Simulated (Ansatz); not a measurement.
Born–Oppenheimer molecular dynamics of a periodic cell of 16 atoms, Si (start crystal Si, start structure diamond, volume 1 times the crystal's). It goes on from the last frame of an earlier run, with new velocities.

Theory: DFT PBEsol, scalar-relativistic, plane waves, PAW (Ansatz). Settings: accuracy low, cutoff 420 eV, k mesh 2x2x2, fermi-dirac smearing 0.17 eV, no spin polarisation.

- ensemble: NVT, Langevin thermostat
- time step: 2 fs
- steps asked: 129
- set temperature: 1600 K
- friction: 0.02 /fs
- temperature schedule: 97 steps to 300 K, then 32 steps to 300 K
- seed: 984390

First frame:

```xyz
16
Lattice="0.0000 5.4300 5.4300 5.4300 0.0000 5.4300 5.4300 5.4300 0.0000" Properties=species:S:1:pos:R:3
Si 0.069 0.400 0.048
Si 1.936 1.164 1.122
Si 2.957 3.264 -0.554
Si 3.815 4.564 1.312
Si 2.588 -0.510 2.710
Si 3.991 1.189 3.758
Si 5.272 2.965 2.314
Si 6.396 4.109 4.166
Si 0.230 2.740 2.284
Si 1.026 3.823 4.388
Si 2.431 5.614 3.504
Si 4.242 6.910 3.974
Si 2.551 2.723 5.280
Si 4.031 4.120 6.455
Si 5.812 5.410 5.910
Si 7.229 7.155 7.275
```

Problem. What does the run give?

Solution. The run went to its last step.

* steps done: 129
* time covered: 258 fs
* mean temperature over the second half: 749 K
* spread of the potential energy over the second half: 38.1 meV per atom
* mean potential energy of the second half above the start: -131.0 meV per atom

The schedule's set-point averaged 409 K over the second half and the system 749 K, so it lags behind the ramp. A run of 0.26 ps of so small a system gives no equilibrium averages. Limits of this set-up: coarse k mesh, low accuracy level.

Problem. What happens to the structure?

Solution. Mean squared displacements from the first frame to the last, about the centre of mass: Si 0.27 Å². The details hang on the random start.

Problem. How do temperature and energy run in time?

Solution. 
| time (fs) | T (K) | potential energy less start (eV) |
| --- | --- | --- |
| 0.0 | 1500 | 0.000 |
| 8.0 | 1705 | -0.158 |
| 16.0 | 1603 | -0.087 |
| 24.0 | 1692 | -0.340 |
| 32.0 | 1678 | -0.353 |
| 40.0 | 1517 | -0.081 |
| 48.0 | 1329 | 0.247 |
| 56.0 | 1036 | 0.446 |
| 64.0 | 1405 | 0.556 |
| 72.0 | 1324 | 0.545 |
| 80.0 | 1714 | 0.037 |
| 88.0 | 1662 | -0.532 |
| 96.0 | 1722 | -0.788 |
| 104.0 | 1351 | -0.726 |
| 112.0 | 1046 | -0.736 |
| 120.0 | 1147 | -1.019 |
| 128.0 | 958 | -1.253 |
| 136.0 | 1000 | -1.420 |
| 144.0 | 955 | -1.313 |
| 152.0 | 814 | -1.289 |
| 160.0 | 801 | -1.618 |
| 168.0 | 924 | -1.851 |
| 176.0 | 1003 | -1.886 |
| 184.0 | 873 | -1.689 |
| 192.0 | 770 | -1.643 |
| 200.0 | 738 | -1.875 |
| 208.0 | 687 | -2.343 |
| 216.0 | 849 | -2.832 |
| 224.0 | 731 | -2.936 |
| 232.0 | 521 | -2.842 |
| 240.0 | 427 | -2.713 |
| 248.0 | 420 | -2.763 |
| 256.0 | 453 | -2.937 |

Time of the run: 21 min on 1 thread of Arm Neoverse N1 (shared host), peak memory 0.59 GiB.
